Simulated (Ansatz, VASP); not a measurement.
# KCl in VASP and in Ansatz

INCAR

```
PREC = Accurate
ENCUT = 520
EDIFF = 1E-6
ISMEAR = -1
SIGMA = 0.02
LREAL = F
LASPH = T
NELM = 60
ALGO = Normal
ISIF = 2
LWAVE = F
LCHARG = T
GGA = PE
LELF = T
LVHAR = T
NBANDS = 15
```

File KPOINTS:

```
regular mesh
0
Gamma
  7 7 7
```

File POSCAR:

```
KCl
1.0
    3.6340000000      0.0000000000      0.0000000000
    0.0000000000      3.6340000000      0.0000000000
    0.0000000000      0.0000000000      3.5613200000
K Cl
1 1
Direct
    0.0000000000      0.0000000000      0.0000000000
    0.5000000000      0.5000000000      0.5000000000
```

Input for Ansatz:

```yaml
crystal:
  lattice:
    - [3.634, 0.0, 0.0]
    - [0.0, 3.634, 0.0]
    - [0.0, 0.0, 3.56132]
  atoms:
    - { symbol: K, position: [0.0, 0.0, 0.0] }
    - { symbol: Cl, position: [0.5, 0.5, 0.5] }
kpoints:
  mp_grid: { grid: [7, 7, 7] }
  band_path:
    path:
      - [0.0, 0.0, 0.0]
      - [0.0, 0.5, 0.0]
      - [0.5, 0.5, 0.0]
      - [0.0, 0.0, 0.0]
      - [0.0, 0.0, 0.5]
      - [0.0, 0.5, 0.5]
      - [0.5, 0.5, 0.5]
      - [0.0, 0.0, 0.5]
      - [0.0, 0.5, 0.0]
    npoints: 5
scf:
  occupations: { method: fermi_dirac, width: 0.02 }
hamiltonian:
  xc: pbe
  pseudopotentials: { kind: all_electron, lapw: { basis_error: 0.0005 } }
output:
  forces: true
  stress: true
  eigenvalues: true
```

Change from the starting cell: zz strain of -2 %.

Alike in both runs: task single point; functional PBE; k mesh 7 × 7 × 7; occupations fermi-dirac, width 0.02 eV; no spin polarisation.

|  | VASP | Ansatz |
| --- | --- | --- |
| version | VASP 6.6.1 | Ansatz 0.2.0 |
| potentials or method | VASP PAW PBE potentials, release 64 (K_sv, Cl) | all-electron LAPW, scalar-relativistic |
| plane-wave cutoff (eV) | 520 | see its input |

|  | VASP | Ansatz | Ansatz less VASP |
| --- | --- | --- | --- |
| gap on the k mesh at the Fermi level (eV) | 5.64 | 5.64 | +0.002 |
| pressure (GPa) | 5.4 | 5.3 | -0.08 |
| largest component of the traceless stress (GPa) | 0.72 | 0.72 | +0.002 |

Ansatz ran all-electron here, so the differences hold the error of VASP's frozen core and of both bases.

Caveats: an odd mesh through Γ misses points on the zone boundary, where band edges often lie.
